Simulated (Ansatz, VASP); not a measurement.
**One calculation of Cu, two programs**

```
Cu
1.0
     0.00000    1.77302    1.77302
     1.77302    0.00000    1.77302
     1.77302    1.77302    0.00000
Cu
1
Cartesian
  0.0000 0.0000 0.0000
```

Alike in both runs: task single point; functional PBE; k mesh 12 × 12 × 12; occupations fermi-dirac, width 0.06 eV; no spin polarisation.

|  | VASP | Ansatz |
| --- | --- | --- |
| version | VASP 6.6.1 | Ansatz 0.2 development build |
| potentials or method | VASP PAW PBE potentials, release 64 (Cu), cutoff 520 eV | all-electron full-potential LAPW, scalar-relativistic |

Ansatz gave:

| Quantity | Value |
| --- | --- |
| pressure (GPa) | 11.7 |

Question: What did VASP give for the same quantities?

Answer: Pressure (GPa): 12.2.

Ansatz ran all-electron here, so the differences hold the error of VASP's frozen core and of both bases.
